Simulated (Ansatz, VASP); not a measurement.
# CdTe in VASP and in Ansatz

```
CELL_PARAMETERS angstrom
0.00000 3.00939 3.00939
3.00939 0.00000 3.00939
3.00939 3.00939 0.00000
ATOMIC_POSITIONS crystal
Cd 0.50000 0.50000 0.50000
Te 0.00000 0.00000 0.00000
```

Alike in both runs: task single point; functional revPBE; dispersion D4; k mesh 6 × 6 × 6; occupations gaussian, width 0.05 eV; no spin polarisation.

```csv
,VASP,Ansatz
version,VASP 6.6.1,Ansatz 0.2.0
potentials or method,"VASP PAW PBE potentials, release 64 (Cd, Te)","scalar-relativistic, plane waves, PAW"
plane-wave cutoff (eV),520,420
valence electrons in the cell,18,36
```

```csv
,VASP,Ansatz,Ansatz less VASP
gap on the k mesh at the Fermi level (eV),none,none,-
pressure (GPa),0.2,0.0,-0.18
dispersion energy (meV/atom),-744.1,-744.3,-0.19
```

A gap of «none» marks a metal or a gap that the smearing closes. The two sets of potentials don't hold the same shells in valence.

Caveats: the PAW data sets were made with another functional, which shifts forces and pressure a little (VASP); pairwise dispersion overbinds metals, which lowers pressure and volume. The runs have no spin-orbit coupling, so splittings on Te are missing.
